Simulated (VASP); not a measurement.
Runs of VASP 6.6.1 on WS2. The structure is trigonal, space group P-3m1 (No. 164). The conventional cell has a = 3.229 Å, b = 3.229 Å, c = 5.994 Å, α = 90.00°, β = 90.00°, γ = 120.00°. Around W (site symmetry -3m) lie 6 S at 2.42 Å. S (site symmetry 3m) has 3 W at 2.42 Å as nearest neighbours. The cell was built by a generator and needn't be a form met in nature.

```tsv
level	k mesh	smearing	exchange at q = 0	grid for exact exchange (PRECFOCK)	screening parameter	gap on the mesh (eV)	pressure (GPa)	largest force (eV/Å)
PBE	6 × 6 × 4	fermi-dirac 0.2 eV	-	-	-	none	3.4	(a)
HSE06	6 × 6 × 2	fermi-dirac 0.02 eV	truncated	Normal	0.2079 1/A	none	-1.7	0.25
PBE	6 × 6 × 4	fermi-dirac 0.02 eV	-	-	-	none	3.0	0.26
PBE	6 × 6 × 4	fermi-dirac 0.05 eV	-	-	-	none	3.0	(b)
```

Alike in all rows: task single point; potentials or basis VASP PAW PBE potentials, release 64 (W_sv, S); no spin polarisation; cell as given; cutoff (eV) 520; the mesh is coarse, so values aren't converged.

Estimate the missing entries.

(a) 0.31; (b) 0.27.

Caveats: all runs use coarse meshes; this functional lacks dispersion, which binds the layers, so the pressure and a relaxed spacing across them are unreliable; the PAW data sets were made with another functional, which shifts forces and pressure a little (some runs).

A k mesh can miss the band edges, and the runs leave out spin-orbit coupling on W.

A gap of «none» marks a metal or a gap under the smearing width.
